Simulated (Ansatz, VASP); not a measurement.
# Ni in VASP and in Ansatz

```
CELL_PARAMETERS angstrom
2.49175 0.00000 0.00000
1.24588 2.15792 0.00000
1.24588 0.71931 2.03451
ATOMIC_POSITIONS crystal
Ni 0.00000 0.00000 0.00000
```

Alike in both runs: task single point; functional PBE; k mesh 16 × 16 × 16; occupations gaussian, width 0.1 eV; collinear spin.

|  | VASP | Ansatz |
| --- | --- | --- |
| version | VASP 6.6.1 | Ansatz 0.2.0 |
| potentials or method | VASP PAW PBE potentials, release 64 (Ni) | plane waves, PAW |
| plane-wave cutoff (eV) | 520 | 420 |
| valence electrons in the cell | 10 | 18 |

|  | VASP | Ansatz | Ansatz less VASP |
| --- | --- | --- | --- |
| net moment per atom (μB) | 0.60 | 0.60 | +0.008 |
| size of the moment on the site where the two differ most (μB) | 0.61 | 0.64 | +0.034 |

Site moments also hang on the region over which each program counts them. The two sets of potentials don't hold the same shells in valence.
